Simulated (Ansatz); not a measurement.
# Al3Cu2: the cost of one run

Computed with Ansatz 0.2.0 (DFT PBE, scalar-relativistic, plane waves, PAW, unless a step's input says otherwise).

### Step 1. The starting structure

Symmetry: P-6m2, No. 187, hexagonal system. Conventional cell: a = 2.763 Å, b = 2.763 Å, c = 21.901 Å, α = 90.00°, β = 90.00°, γ = 120.00°. Around Al (site symmetry 3m) lie 6 Cu at 2.71 Å and 6 Al at 2.76 Å. Around Al (site symmetry 3m) lie 9 Al at 2.71 to 2.76 Å and 3 Cu at 2.71 Å. Al (site symmetry -6m2) is surrounded by 6 Cu at 2.71 Å and 6 Al at 2.76 Å. Al (site symmetry -6m2) has 12 Al at 2.71 to 2.76 Å as nearest neighbours. Cu (site symmetry 3m) has 6 Al at 2.71 Å and 6 Cu at 2.76 Å as nearest neighbours.

Structure file:

```
CELL_PARAMETERS angstrom
2.76327 0.00000 0.00000
-1.38163 2.39306 0.00000
0.00000 0.00000 21.90123
ATOMIC_POSITIONS crystal
Al 0.66667 0.33333 0.70000
Al 0.66667 0.33333 0.90000
Al 0.66667 0.33333 0.10000
Al 0.66667 0.33333 0.30000
Al 0.66667 0.33333 0.50000
Al 0.33333 0.66667 0.00000
Cu 0.33333 0.66667 0.60000
Cu 0.33333 0.66667 0.80000
Cu 0.33333 0.66667 0.20000
Cu 0.33333 0.66667 0.40000
```

The start is an ordering of an alloy on its end members' structure types: elements ordered on the sites of the Hg type, Cu/Al on Hg (P-6m2, No. 187).

### Step 2. A first look at the guess

The input, input.yaml:

```yaml
crystal:
  lattice:
    - [2.76326976, 0.0, 0.0]
    - [-1.38163488, 2.39306181, 0.0]
    - [0.0, 0.0, 21.90122775]
  atoms:
    - { symbol: Al, position: [0.66666667, 0.33333333, 0.7] }
    - { symbol: Al, position: [0.66666667, 0.33333333, 0.9] }
    - { symbol: Al, position: [0.66666667, 0.33333333, 0.1] }
    - { symbol: Al, position: [0.66666667, 0.33333333, 0.3] }
    - { symbol: Al, position: [0.66666667, 0.33333333, 0.5] }
    - { symbol: Al, position: [0.33333333, 0.66666667, 0.0] }
    - { symbol: Cu, position: [0.33333333, 0.66666667, 0.6] }
    - { symbol: Cu, position: [0.33333333, 0.66666667, 0.8] }
    - { symbol: Cu, position: [0.33333333, 0.66666667, 0.2] }
    - { symbol: Cu, position: [0.33333333, 0.66666667, 0.4] }
basis:
  ecutwfc: 420
kpoints:
  mp_grid: { grid: [6, 6, 1] }
hamiltonian:
  xc: pbe
scf:
  occupations: { method: gaussian, width: 0.1 }
  lower_state_search: "off"
output:
  forces: true
  stress: true
  eigenvalues: true
```

On the command line:

```bash
> ansatz run input.yaml --threads 1 --pin off --max-ram 2560MiB --backend cpu --events-out ev --progress --plain --runs-dir out
```

**Question.** How long does this run take on 1 thread of Arm Neoverse V2, shared host, and how much memory does it need?

About 5.3 s, with a peak of 0.34 GiB.
